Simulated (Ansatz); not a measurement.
**Si: how the free axis answers a strain**

Si, P6_3/mmc, a = 3.851 Å, c = 6.365 Å. This isn't the element's structure at ambient conditions. Ansatz: PBE, PAW, 420 eV, Γ-centred 12×12×6 mesh on 4 atoms, Gaussian smearing 0.02 eV; no spin polarisation. Series: biaxial strain in the a-b plane, c and atoms relaxed; x is the strain in per cent. y is the change of c in per cent of 6.365 Å.

| x (%) | y (%) |
| --- | --- |
| -4.5 | ? |
| -3.0 | 1.13 |
| -1.5 | 0.54 |
| 0.0 | 0.00 |
| 1.5 | -0.45 |
| 3.0 | -0.85 |
| 4.5 | -1.19 |

Fit y = c1 x + c2 x² to the other rows, say what c1 measures, and predict the missing y.

Least squares on the rows shown. y = −0.3312 x + 0.01512 x². With no stress along c, c1 = −2C13/C33 = -0.331. At x = -4.5 the fit asked for gives 1.80 %. The run gave 1.78 %, so the fit is 0.02 % too high, a small miss on the scale of the series.